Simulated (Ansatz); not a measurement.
TiO: a film clamped to a substrate

The calculation used DFT PBEsol, scalar-relativistic, plane waves, PAW (Ansatz). Cutoff 420 eV, Γ-centred 12×12×16 k-points, Gaussian smearing of 0.15 eV. No spin polarisation. Energies are free energies at this smearing, counted from the undisturbed cell; pressure is positive in compression.

Zero of the scan (relaxed at this level; this form isn't the usual structure):

```
CELL_PARAMETERS angstrom
4.95844 0.00000 0.00000
-2.47922 4.29413 0.00000
0.00000 0.00000 2.83597
ATOMIC_POSITIONS crystal
Ti 0.66667 0.33333 0.50000
Ti 0.33333 0.66667 0.50000
Ti 0.00000 0.00000 0.00000
O 0.60529 0.60529 0.00000
O 0.39471 0.00000 0.00000
O 0.00000 0.39471 0.00000
```

The cell (6 atoms, V0 = 60.38 Å³) is strained by p along both x and y and by q along z, fractional coordinates fixed. τp = (1/V0) ∂E/∂p = (σxx + σyy)(1 + p)(1 + q) and τq = (1/V0) ∂E/∂q = σzz(1 + p)², with tension positive.

```csv
p,q,ΔE (meV/atom),τp (GPa),τq (GPa)
0.000,0.000,0.00,0.10,-0.14
-0.050,0.000,104.84,-71.46,-17.22
0.050,0.000,81.27,48.44,11.44
0.000,-0.050,39.24,-15.13,-26.52
0.000,0.050,30.01,13.06,18.18
```

Get the second derivatives of the energy density.

Central differences give A = ∂τp/∂p = 1199 GPa (C11 + C22 + 2 C12), C = ∂τq/∂q = 447 GPa (C33) and the cross term B = ∂τq/∂p = 287 GPa (C13 + C23); ∂τp/∂q = 282 GPa must equal B, and any difference shows higher-order terms. Steps this large leave an error of some per cent of A or C in all of these, which can swamp a small B. The ions are clamped.

A film of this crystal grows with z along the normal on a substrate that imposes p. How does its thickness respond, and what does the misfit cost?

Count p and q from the stress-free cell. A free surface needs τq = 0, so q = −(B/C) p = -0.64 p. The energy density left is (A − B²/C) p²/2 = M p², with the biaxial modulus M = 508 GPa; a misfit of 1 % costs 3.19 meV/atom, against 3.77 meV/atom if the thickness were held.

Forces appear on the atoms along this scan, and letting them relax would lower the energy and soften the response. No gap shows at this level, though a semilocal functional can close a small gap that the real compound has; without a gap these slopes depend on the k mesh and the smearing.

Stretching the film in its plane makes it thinner, but the contraction relieves only a modest part of the misfit energy: 3.19 meV/atom remains at 1 % misfit, against 3.77 meV/atom at fixed thickness. The coupling probably comes largely from Ti–O bonds running obliquely between the atomic planes. In-plane tension lengthens them, and a shorter z axis partly restores their length. The larger value of A than of C doesn't make the plane stiffer than the normal, because A describes two axes strained together and includes their mutual coupling.

Compression costs more than equal extension in both directions, as expected when closed-shell repulsion rises steeply at short distances while bonding weakens on stretching. The normal stress induced by in-plane strain is also larger in compression. This suggests that at large misfit a compressed film would thicken more than a stretched one thins, so the single linear ratio is best kept to small strains. The elastic cost alone doesn't show whether a substrate would favour this polymorph over the usual form of TiO.
